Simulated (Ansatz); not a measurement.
# KCl: the cost of one run

The runs shown are made with Ansatz 0.2.0. PAW datasets, plane waves, zero pressure. Computed, not measured; no magnetism was allowed, and the structure may never have been made.

## (1) Starting point

Space group F-43m (No. 216), cubic; a = 6.557 Å in the conventional setting, 35.24 Å³ an atom. Near K stand 4 Cl at 2.84 Å; near Cl stand 4 K at 2.84 Å.

Structure file:

```
CELL_PARAMETERS angstrom
0.00000 3.27866 3.27866
3.27866 0.00000 3.27866
3.27866 3.27866 0.00000
ATOMIC_POSITIONS crystal
K 0.00000 0.00000 0.00000
Cl 0.25000 0.25000 0.25000
```

## (2) PBE: cell and atoms

input.yaml reads:

```yaml
crystal:
  lattice:
    - [0.0, 3.2786567087, 3.2786567087]
    - [3.2786567087, 0.0, 3.2786567087]
    - [3.2786567087, 3.2786567087, 0.0]
  atoms:
    - { symbol: K, position: [0.0, 0.0, 0.0] }
    - { symbol: Cl, position: [0.25, 0.25, 0.25] }
kpoints:
  mp_grid: { grid: [6, 6, 6] }
hamiltonian:
  xc: pbe
scf:
  occupations: { method: fermi_dirac, width: 0.02 }
relax:
  f_tol: 0.005
  cell: {}
```

Launch:

```
$ ansatz run input.yaml --threads 2 --pin off --max-ram 2211MiB --backend cpu --events-out ev --progress --plain --runs-dir out
```

Q: Estimate wall time and peak memory on 2 threads of Arm Neoverse V1, shared host.

About 5.8 s, with a peak of 0.32 GiB.
